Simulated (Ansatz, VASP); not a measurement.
**Al in VASP and in Ansatz**

```
CELL_PARAMETERS angstrom
0.00000 1.95819 1.95819
1.95819 0.00000 1.95819
1.95819 1.95819 0.00000
ATOMIC_POSITIONS crystal
Al 0.00000 0.00000 0.00000
```

Alike in both runs: task single point; functional PBE; k mesh 18 × 18 × 18; occupations gaussian, width 0.1 eV; no spin polarisation.

|  | VASP | Ansatz |
| --- | --- | --- |
| version | VASP 6.6.1 | Ansatz 0.2.0 |
| potentials or method | VASP PAW PBE potentials, release 64 (Al) | scalar-relativistic, plane waves, PAW |
| plane-wave cutoff (eV) | 520 | 420 |
| valence electrons in the cell | 3 | 3 |

```tsv
	VASP	Ansatz	Ansatz less VASP
gap on the k mesh at the Fermi level (eV)	none	none	-
pressure (GPa)	8.9	8.9	+0.03
```

A gap of «none» marks a metal or a gap that the smearing closes. The functional is the same, so the differences come from potentials, cutoffs and numerics.
